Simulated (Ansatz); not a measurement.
Kick test of a cell of KCl

It was reached by relaxing an invented guess, and it needn't be the stable form of this composition.

Level of theory: DFT PBE, scalar-relativistic, plane waves, PAW (Ansatz). Cutoff 420 eV; k points 6×6×6 on the computed 2-atom cell (Γ-centred); Gaussian smearing, width 0.02 eV; no spin polarisation.

The cell below (2 atoms, space group F-43m (No. 216)) is relaxed within its symmetry.

```cif
data_structure
_symmetry_space_group_name_H-M 'P 1'
_symmetry_Int_Tables_number 1
_cell_length_a 4.9991
_cell_length_b 4.9991
_cell_length_c 4.9991
_cell_angle_alpha 60.000
_cell_angle_beta 60.000
_cell_angle_gamma 60.000
_cell_volume 88.34
loop_
_atom_site_label
_atom_site_type_symbol
_atom_site_fract_x
_atom_site_fract_y
_atom_site_fract_z
_atom_site_occupancy
K1 K 0.25000 0.25000 0.25000 1
Cl1 Cl 0.50000 0.50000 0.50000 1
```

For the test a repeat of it with 8 atoms (edges 5.00, 8.66, 8.66 Å) was strained at random (σ = 1.5 % a component), the atoms were moved at random (σ = 0.05 Å), and all was relaxed again on a coarse 4×2×2 mesh (in the run’s order of axes) with 0.10 eV smearing, with no symmetry imposed.

Task: Is the structure stable against such a distortion?

Result: It returns, within 1 meV/atom of the unmoved cell on that mesh and with the same symmetry when read at 0.1 Å (P1 at 0.01 Å, so small strains and shifts remain). So it is stable against the distortions that fit this cell and that this random move excites. Modes that don't fit the cell aren't tested.
